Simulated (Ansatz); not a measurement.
HfC under changes of volume

One of the cells (12.568 Å³/atom); the others are scaled copies at fixed shape and fractional positions:

```xyz
2
Lattice="0.0000 2.3250 2.3250 2.3250 0.0000 2.3250 2.3250 2.3250 0.0000" Properties=species:S:1:pos:R:3 pbc="T T T"
Hf    2.3250    2.3250    2.3250
C     0.0000    0.0000    0.0000
```

* Program: Ansatz 0.2.0
* Functional: PBEsol
* Potentials or basis: all-electron LAPW, scalar-relativistic
* Cutoff: 328 eV (chosen from the basis error)
* Basis error allowed: 0.0005 eV/atom
* k mesh: 10 × 10 × 10
* Occupations: fermi-dirac, width 0.05 eV
* Spin: no spin polarisation

| volume (Å³/atom) | energy over the lowest point (meV/atom) | pressure (GPa) |
| --- | --- | --- |
| 11.814 | ? | ? |
| 12.065 | 1.16 | 3.4 |
| 12.317 | 0.00 | -1.8 |
| 12.568 | 6.57 | -6.5 |
| 12.819 | 20.13 | -10.7 |
| 13.071 | 39.99 | -14.5 |
| 13.322 | 65.55 | -18.0 |

Problem. What does the run at 11.814 Å³/atom give?

Solution. Energy over the lowest point 10.87 meV/atom; pressure 9.1 GPa.

Worked out: A Birch-Murnaghan fit of order 3 (a polynomial in V^(-2/3)) to the other rows has its minimum at 12.23 Å³/atom with B0 = V·E''(V) = 248 GPa and B' = 3.9. It gives 10.85 meV/atom at 11.814 Å³/atom, against the run's 10.87, and -dE/dV = 9.1 GPa, against 9.1.

Energies are extrapolated to zero smearing.
